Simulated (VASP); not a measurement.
Here is a VASP 6.6.1 calculation.

Contents of POSCAR:

```
SnTe
1.0
    4.5098499885      0.0000000000      0.0000000000
    2.2549249943      3.9056446573      0.0000000000
    2.2549249943      1.3018815524      3.6822770961
Sn Te
1 1
Direct
    0.0000000000      0.0000000000      0.0000000000
    0.5000000000      0.5000000000      0.5000000000
```

File INCAR.step1:

```
PREC = Accurate
ENCUT = 520
ISMEAR = 0
SIGMA = 0.1
LREAL = False
LASPH = True
NELM = 80
NBANDS = 17
GGA = PE
ALGO = Normal
EDIFF = 1E-4
LWAVE = True
LCHARG = False
```

INCAR.step2

```
PREC = Accurate
ENCUT = 520
EDIFF = 1E-6
ISMEAR = 0
SIGMA = 0.1
LREAL = False
LASPH = True
NELM = 80
ALGO = Normal
ISIF = 2
LWAVE = False
LCHARG = False
METAGGA = R2SCAN
LMIXTAU = True
NBANDS = 17
ISTART = 1
```

KPOINTS

```
regular mesh
0
Gamma
  6 6 6
```

Potentials or basis: VASP PAW PBE potentials, release 64 (Sn_d, Te).

Command:

```sh
$ cat potpaw_PBE.64/Sn_d/POTCAR potpaw_PBE.64/Te/POTCAR > POTCAR
$ cp INCAR.step1 INCAR
$ mpirun -np 1 vasp_std > vasp.out
$ cp INCAR.step2 INCAR
$ mpirun -np 1 vasp_std > vasp.out
```

(1) What does it give for the pressure?

(2) Predict the band gap on the k mesh.

Results:

(1) 0.0 GPa.

(2) 0.14 eV, direct.

Caveat: the PAW data sets were made with another functional, which shifts forces and pressure a little; spin-orbit coupling is left out, which moves the levels of the heavy elements.

**What was measured.**

From a printed reference work, textbook, for a bulk crystal of SnTe at 300 K: band gap 0.18 eV (direct).

Against the measured gap of SnTe, 0.18 eV (direct; 300 K; a printed reference work, textbook), the calculated 0.14 eV is off by -0.04 eV. Spin-orbit coupling on Sn, Te is left out. The value is that of r2SCAN on a finite k mesh, which can miss the band edges, without temperature or zero-point motion.
